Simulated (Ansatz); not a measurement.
# SiC (Fm-3m): compression over a wide range

One table from this session's results is given with a row withheld; the runs are named, their logs left out.

Computed with Ansatz 0.2.0 (DFT PBEsol, scalar-relativistic, plane waves, PAW, unless a step's input says otherwise).

**Starting point**

Symmetry: Fm-3m, No. 225, cubic system. The conventional cell has a = 4.034 Å, b = 4.034 Å, c = 4.034 Å, α = 90.00°, β = 90.00°, γ = 90.00°. Around C (site symmetry m-3m) lie 6 Si at 2.02 Å. Around Si (site symmetry m-3m) lie 6 C at 2.02 Å.

Structure file:

```xyz
2
Lattice="0.0000 2.0171 2.0171 2.0171 0.0000 2.0171 2.0171 2.0171 0.0000" Properties=species:S:1:pos:R:3 pbc="T T T"
C     0.0000    0.0000    0.0000
Si    2.0171    2.0171    2.0171
```

This cell comes from an earlier session at PBEsol: 8.207 Å³/atom at 0.01 GPa, on a 18×18×18 mesh.

The first run:

Input file input.yaml:

```yaml
crystal:
  lattice:
    - [0.0, 1.989811121, 1.989811121]
    - [1.989811121, 0.0, 1.989811121]
    - [1.989811121, 1.989811121, 0.0]
  atoms:
    - { symbol: C, position: [0.0, 0.0, 0.0] }
    - { symbol: Si, position: [0.5, 0.5, 0.5] }
basis:
  ecutwfc: 420
  ecutrho_ratio: 4
kpoints:
  mp_grid: { grid: [20, 20, 20] }
hamiltonian:
  xc: pbesol
scf:
  occupations: { method: gaussian, width: 0.05 }
output:
  forces: true
  stress: true
  eigenvalues: true
```

Launch:

```sh
$ ansatz run input.yaml --threads 1 --pin off --max-ram 2560MiB --backend cpu --events-out ev --progress --plain --runs-dir out
```

Steps of the session up to this table: Volume × 0.96; Volume × 1.04; Volume × 0.92; Volume × 0.88; Volume × 0.84; Volume × 0.8; Volume × 0.76; Volume × 0.72; Volume × 0.68; Volume × 0.64.

One of the session's tables, all rows but one given; the rest of the session is left out.

| volume (Å³/atom) | energy above the lowest (meV/atom) | pressure (GPa) | gap on the mesh (eV) |
| --- | --- | --- | --- |
| 5.252 | 1855.3 | 292.0 | 0.00 |
| 5.581 | 1328.6 | 224.7 | 0.25 |
| 5.909 | 925.0 | 171.2 | 0.62 |
| 6.237 | 619.7 | 128.4 | 0.94 |
| 6.565 | ? | ? | ? |
| 6.894 | 230.2 | 66.1 | 0.39 |
| 7.222 | 118.7 | 43.6 | 0.01 |
| 7.550 | 48.6 | 25.7 | 0.00 |
| 7.878 | 11.2 | 11.5 | 0.00 |
| 8.207 | 0.0 | 0.0 | 0.00 |
| 8.535 | 10.0 | -9.5 | 0.00 |

Estimate the missing values for volume (Å³/atom) = 6.565.

Worked estimate for «energy above the lowest (meV/atom)». A straight line through the neighbours (6.237, 619.7) and (6.894, 230.2) gives 619.7 + (230.2 − 619.7) × (6.565 − 6.237) / (6.894 − 6.237) = 425.2; a parabola fitted to 4 rows on both sides gives 392.9.

As computed: energy above the lowest (meV/atom): 393.2; pressure (GPa): 94.0; gap on the mesh (eV): 0.80. In «energy above the lowest (meV/atom)» the line misses by +32.0 and the parabola by -0.3.

To keep in mind: The k mesh is not the same at all volumes. Other structures may be lower in enthalpy at these pressures.
